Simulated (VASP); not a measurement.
Input of a VASP 6.6.1 run:

POSCAR

```
Zn
1.0
    0.0000000000      1.9647760000      1.9647760000
    1.9647760000      0.0000000000      1.9647760000
    1.9647760000      1.9647760000      0.0000000000
Zn
1
Direct
    0.0000000000      0.0000000000      0.0000000000
```

INCAR.step1

```
  ALGO = Fast
  EDIFF = 1E-6
  ENCUT = 520
  GGA = CA
  ISIF = 2
  ISMEAR = -1
  LASPH = True
  LCHARG = True
  LREAL = False
  LWAVE = False
  NELM = 100
  PREC = Accurate
  SIGMA = 0.05
```

KPOINTS.step1

```
k-points
0
Gamma
  12 12 12
```

Contents of INCAR.step2:

```
  ALGO = Fast
  EDIFF = 1E-6
  ENCUT = 520
  GGA = CA
  ICHARG = 11
  ISIF = 2
  ISMEAR = 0
  LASPH = True
  LCHARG = False
  LREAL = False
  LWAVE = False
  NELM = 100
  PREC = Accurate
  SIGMA = 0.05
```

File KPOINTS.step2:

```
path GXWKGLUWLK,UX
15
line-mode
reciprocal
 0.0000000000  0.0000000000  0.0000000000  G
 0.5000000000  0.0000000000  0.5000000000  X

 0.5000000000  0.0000000000  0.5000000000  X
 0.5000000000  0.2500000000  0.7500000000  W

 0.5000000000  0.2500000000  0.7500000000  W
 0.3750000000  0.3750000000  0.7500000000  K

 0.3750000000  0.3750000000  0.7500000000  K
 0.0000000000  0.0000000000  0.0000000000  G

 0.0000000000  0.0000000000  0.0000000000  G
 0.5000000000  0.5000000000  0.5000000000  L

 0.5000000000  0.5000000000  0.5000000000  L
 0.6250000000  0.2500000000  0.6250000000  U

 0.6250000000  0.2500000000  0.6250000000  U
 0.5000000000  0.2500000000  0.7500000000  W

 0.5000000000  0.2500000000  0.7500000000  W
 0.5000000000  0.5000000000  0.5000000000  L

 0.5000000000  0.5000000000  0.5000000000  L
 0.3750000000  0.3750000000  0.7500000000  K

 0.6250000000  0.2500000000  0.6250000000  U
 0.5000000000  0.0000000000  0.5000000000  X
```

Potentials or basis: VASP PAW LDA potentials, release 64 (Zn).

Launch:

```console
$ cat potpaw_LDA.64/Zn/POTCAR > POTCAR
$ cp INCAR.step1 INCAR
$ cp KPOINTS.step1 KPOINTS
$ mpirun -np 1 vasp_std > vasp.out
$ cp INCAR.step2 INCAR
$ cp KPOINTS.step2 KPOINTS
$ mpirun -np 1 vasp_std > vasp.out
```

Question: Estimate the band gap along the path.

Answer: None (metal or under the smearing width).

Levels at the corners of the path, in eV from the Fermi level:
| point | band 2 | band 3 | band 4 | band 5 | band 6 | band 7 | band 8 | band 9 | band 10 |
| --- | --- | --- | --- | --- | --- | --- | --- | --- | --- |
| Γ | -7.64 | -7.64 | -7.64 | -7.26 | -7.26 | 18.17 | 18.17 | 18.17 | 19.10 |
| X | -8.24 | -6.98 | -6.90 | -6.90 | -0.93 | 1.74 | 8.42 | 8.42 | 12.24 |
| X | -8.24 | -6.98 | -6.90 | -6.90 | -0.93 | 1.74 | 8.42 | 8.42 | 12.24 |
| W | -7.73 | -7.73 | -7.23 | -6.90 | 2.31 | 2.31 | 3.04 | 4.15 | 21.70 |
| W | -7.73 | -7.73 | -7.23 | -6.90 | 2.31 | 2.31 | 3.04 | 4.15 | 21.65 |
| K | -7.94 | -7.33 | -7.16 | -6.99 | 0.82 | 1.58 | 2.69 | 9.94 | 13.59 |
| K | -7.94 | -7.33 | -7.16 | -6.99 | 0.82 | 1.58 | 2.69 | 9.94 | 13.59 |
| Γ | -7.64 | -7.64 | -7.64 | -7.26 | -7.26 | 18.17 | 18.17 | 18.17 | 19.10 |
| Γ | -7.64 | -7.64 | -7.64 | -7.26 | -7.26 | 18.17 | 18.17 | 18.17 | 19.10 |
| L | -7.64 | -7.64 | -6.97 | -6.97 | -2.81 | -1.38 | 15.15 | 15.15 | 17.65 |
| L | -7.64 | -7.64 | -6.97 | -6.97 | -2.81 | -1.38 | 15.15 | 15.15 | 17.65 |
| U | -7.94 | -7.33 | -7.16 | -6.99 | 0.82 | 1.58 | 2.69 | 9.94 | 13.59 |
| U | -7.94 | -7.33 | -7.16 | -6.99 | 0.82 | 1.58 | 2.69 | 9.94 | 13.59 |
| W | -7.73 | -7.73 | -7.23 | -6.90 | 2.31 | 2.31 | 3.04 | 4.15 | 21.59 |
| W | -7.73 | -7.73 | -7.23 | -6.90 | 2.31 | 2.31 | 3.04 | 4.15 | 21.72 |
| L | -7.64 | -7.64 | -6.97 | -6.97 | -2.81 | -1.38 | 15.15 | 15.15 | 17.65 |
| L | -7.64 | -7.64 | -6.97 | -6.97 | -2.81 | -1.38 | 15.15 | 15.15 | 17.65 |
| K | -7.94 | -7.33 | -7.16 | -6.99 | 0.82 | 1.58 | 2.69 | 9.94 | 13.59 |
| U | -7.94 | -7.33 | -7.16 | -6.99 | 0.82 | 1.58 | 2.69 | 9.94 | 13.59 |
| X | -8.24 | -6.98 | -6.90 | -6.90 | -0.93 | 1.74 | 8.42 | 8.42 | 12.24 |

Caveat: the log is that of the step along the path at fixed density, whose energy, stress, charges and moments have no meaning.
